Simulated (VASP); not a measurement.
## A VASP 6.6.1 single-point calculation on ZnS

INCAR

```
ISMEAR = -1
IBRION = -1
ENCUT = 520
LREAL = .FALSE.
EDIFF = 1E-7
ISIF = 2
LCHARG = .FALSE.
NELM = 99
SIGMA = 0.02
NBANDS = 16
GGA = PE
NSW = 0
LWAVE = .FALSE.
PREC = Accurate
LASPH = .FALSE.
AMIX = 0.1
```

KPOINTS

```
KPOINTS created by Atomic Simulation Environment
0
Gamma
8 8 8
0 0 0
```

POSCAR

```
Zn S
 1.0000000000000000
     0.0000000000000000    2.6940858315445904    2.6940858315445904
     2.6940858315445904    0.0000000000000000    2.6940858315445904
     2.6940858315445904    2.6940858315445904    0.0000000000000000
 Zn  S
   1   1
Cartesian
  0.0000000000000000  0.0000000000000000  0.0000000000000000
  1.3470429157722950  1.3470429157722950  1.3470429157722950
```

The recommended PBE PAW datasets give the neutral cell 18 valence electrons.

Command

```
mpirun -np 1 vasp_std
```

OSZICAR

```
N       E                     dE             d eps       ncg     rms          rms(c)
DAV:   1     0.894007400445E+02    0.89401E+02   -0.89739E+03   928   0.134E+03
DAV:   2    -0.138026560335E+01   -0.90781E+02   -0.84379E+02  1064   0.260E+02
DAV:   3    -0.720942811660E+01   -0.58292E+01   -0.58067E+01  1168   0.638E+01
DAV:   4    -0.726945049272E+01   -0.60022E-01   -0.60013E-01  1160   0.678E+00
DAV:   5    -0.727017713572E+01   -0.72664E-03   -0.72664E-03  1160   0.704E-01    0.699E+00
DAV:   6    -0.708356483563E+01    0.18661E+00   -0.62665E-02  1408   0.869E+00    0.656E+00
DAV:   7    -0.684418444128E+01    0.23938E+00   -0.68816E-01  1440   0.257E+01    0.491E+00
DAV:   8    -0.684355088882E+01    0.63355E-03   -0.20517E-01  1080   0.686E+00    0.222E+00
DAV:   9    -0.684570257698E+01   -0.21517E-02   -0.15947E-02  1264   0.319E+00    0.833E-01
DAV:  10    -0.684130295366E+01    0.43996E-02   -0.19321E-02  1144   0.348E+00    0.210E-01
DAV:  11    -0.684110785325E+01    0.19510E-03   -0.13539E-03  1144   0.276E-01    0.559E-02
DAV:  12    -0.684110659579E+01    0.12575E-05   -0.49957E-05  1136   0.535E-02    0.565E-02
DAV:  13    -0.684110668417E+01   -0.88373E-07   -0.41336E-06  1472   0.351E-02    0.499E-02
DAV:  14    -0.684115828873E+01   -0.51605E-04   -0.58570E-05  1056   0.745E-02    0.449E-02
DAV:  15    -0.684115823444E+01    0.54290E-07   -0.20176E-06  1096   0.190E-02    0.358E-02
DAV:  16    -0.684115817021E+01    0.64229E-07   -0.49616E-07  1168   0.134E-02
   1 F= -.68411582E+01 E0= -.68411582E+01  d E =-.840061E-11
```

Standard output (part)

```
POSCAR found type information on POSCAR ZnS
 POSCAR found :  2 types and       2 ions
 LDA part: xc-table for (Slater+PW92), standard interpolation
 POSCAR, INCAR and KPOINTS ok, starting setup
 WAVECAR not read
 entering main loop
```

From OUTCAR

```
k-points           NKPTS =     29   k-points in BZ     NKDIM =     29   number of bands    NBANDS=     16

   NELECT =      18.0000    total number of electrons

   dimension x,y,z NGX =    28 NGY =   28 NGZ =   28
   dimension x,y,z NGXF=    56 NGYF=   56 NGZF=   56

  energy-cutoff  :      520.00
  volume of cell :       39.11
      direct lattice vectors                 reciprocal lattice vectors
     0.000000000  2.694085832  2.694085832    -0.185591711  0.185591711  0.185591711
     2.694085832  0.000000000  2.694085832     0.185591711 -0.185591711  0.185591711
     2.694085832  2.694085832  0.000000000     0.185591711  0.185591711 -0.185591711

 k-points in reciprocal lattice and weights: KPOINTS created by Atomic Simulation Env
   0.00000000  0.00000000  0.00000000       0.002
   0.12500000  0.00000000  0.00000000       0.016
   0.25000000  0.00000000  0.00000000       0.016
   0.37500000  0.00000000  0.00000000       0.016
   0.50000000  0.00000000  0.00000000       0.008
   0.12500000  0.12500000  0.00000000       0.012
   0.25000000  0.12500000  0.00000000       0.047
   0.37500000  0.12500000  0.00000000       0.047
   ...

 E-fermi :   2.5944

 k-point     1 :       0.0000    0.0000    0.0000
  band No.  band energies     occupation
      1     -11.0124      2.00000
      2      -4.1848      2.00000
      3      -4.1848      2.00000
      4      -4.1848      2.00000
      5      -3.6774      2.00000
      6      -3.6774      2.00000
      7       2.1904      2.00000
      8       2.1904      2.00000
      9       2.1904      2.00000
     10       4.3423      0.00000
     11       8.5795      0.00000
     12       8.5795      0.00000
     13       8.5795      0.00000
     14      13.9623      0.00000
     15      13.9623      0.00000
     16      14.1092      0.00000

 k-point     2 :       0.1250    0.0000    0.0000
  band No.  band energies     occupation
      1     -10.8938      2.00000
      2      -4.1843      2.00000
      3      -4.1634      2.00000
      4      -4.1634      2.00000
      5      -3.6791      2.00000
      6      -3.6791      2.00000
      7       1.0700      2.00000
      8       2.0407      2.00000
      9       2.0407      2.00000
     10       5.1607      0.00000
     11       8.4935      0.00000
     12       8.8361      0.00000
     13       8.8361      0.00000
     14      13.3665      0.00000
     15      13.3665      0.00000
     16      14.8955      0.00000

 k-point     3 :       0.2500    0.0000    0.0000
  band No.  band energies     occupation
      1     -10.5838      2.00000
      2      -4.1387      2.00000
      3      -4.1165      2.00000
      4      -4.1165      2.00000
      5      -3.6757      2.00000
      6      -3.6757      2.00000
      7      -0.6633      2.00000
      8       1.7149      2.00000
      9       1.7149      2.00000
     10       5.6920      0.00000
     11       9.1538      0.00000
     12       9.2089      0.00000
     13       9.2089      0.00000
     14      13.1683      0.00000
     15      13.1683      0.00000
     16      14.4236      0.00000

 ...

  Total        0.6061605      0.6061605      0.6061605      0.0000000     -0.0000000      0.0000000
  in kB       24.8332715     24.8332715     24.8332715      0.0000000     -0.0000000      0.0000000
  external PRESSURE =      24.8332715 kB  Pullay stress =       0.0000000 kB

 POSITION                                       TOTAL-FORCE (eV/Angst)
 -----------------------------------------------------------------------------------
      0.00000      0.00000      0.00000         0.000000      0.000000      0.000000
      1.34704      1.34704      1.34704        -0.000000     -0.000000     -0.000000
 -----------------------------------------------------------------------------------
    total drift:                                0.000001      0.000001      0.000001

  FREE ENERGIE OF THE ION-ELECTRON SYSTEM (eV)
  ---------------------------------------------------
  free  energy   TOTEN  =        -6.8411581702 eV

  energy  without entropy=       -6.8411581702  energy(sigma->0) =       -6.84115817
```

It converged. Results: gap between bands v and c on the k mesh 2.15 eV; least direct gap on the k mesh 2.15 eV; pressure 2.5 GPa. Band v is the last that the valence electrons fill when counted band by band, and c is the next.

For comparison, a separate PBE run of the intended cell, on usual settings and not on those above, gives a gap of 2.15 eV on its mesh and a pressure of 2.5 GPa.

The run above took about 18 s on one core of a shared host (Intel Xeon Platinum 8488C) and held 0.16 GiB at most.
